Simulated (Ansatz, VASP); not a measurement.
One calculation of AgCl, two programs

INCAR

```
  PREC = Accurate
  ENCUT = 520
  EDIFF = 1E-6
  ISMEAR = 0
  SIGMA = 0.05
  LREAL = F
  LASPH = T
  NELM = 80
  ALGO = Normal
  ISIF = 2
  LWAVE = F
  LCHARG = T
  GGA = PS
  LELF = T
  LVHAR = T
  NBANDS = 16
```

The input KPOINTS:

```
Automatic mesh
0
Gamma
  8 8 8
```

File POSCAR:

```
AgCl
1.0
    0.0207986250      2.7731500000      2.7731500000
    2.7939486250      0.0000000000      2.7939486250
    2.7731500000      2.7731500000      0.0207986250
Ag Cl
1 1
Direct
    0.5000000000      0.5000000000      0.5000000000
    0.0000000000      0.0000000000      0.0000000000
```

Input for Ansatz:

```yaml
crystal:
  lattice:
    - [0.020798625, 2.77315, 2.77315]
    - [2.793948625, 0.0, 2.793948625]
    - [2.77315, 2.77315, 0.020798625]
  atoms:
    - { symbol: Ag, position: [0.5, 0.5, 0.5] }
    - { symbol: Cl, position: [0.0, 0.0, 0.0] }
basis:
  ecutwfc: 420
kpoints:
  mp_grid: { grid: [8, 8, 8] }
hamiltonian:
  xc: pbesol
scf:
  occupations: { method: gaussian, width: 0.05 }
output:
  forces: true
  stress: true
  eigenvalues: true
```

Change from the starting cell: strain +0.0150 x Voigt [0, 0, 0, 0, 1, 0], atoms carried along.

Alike in both runs: task single point; functional PBEsol; k mesh 8 × 8 × 8; occupations gaussian, width 0.05 eV; no spin polarisation.

|  | VASP | Ansatz |
| --- | --- | --- |
| version | VASP 6.6.1 | Ansatz 0.2.0 |
| potentials or method | VASP PAW PBE potentials, release 64 (Ag, Cl) | scalar-relativistic, plane waves, PAW |
| plane-wave cutoff (eV) | 520 | 420 |
| valence electrons in the cell | 18 | 26 |

Ansatz gave:

| Quantity | Value |
| --- | --- |
| gap on the k mesh at the Fermi level (eV) | 0.72 |
| least direct gap on the mesh (eV) | 3.03 |
| pressure (GPa) | -2.6 |
| largest component of the traceless stress (GPa) | 0.10 |

Problem. Which values does VASP return?

Solution. gap on the k mesh at the Fermi level (eV): 0.72; least direct gap on the mesh (eV): 3.03; pressure (GPa): -2.7; largest component of the traceless stress (GPa): 0.10.

The two sets of potentials don't hold the same shells in valence.

Caveats: the PAW data sets were made with another functional, which shifts forces and pressure a little (VASP). A k mesh can miss the band edges.
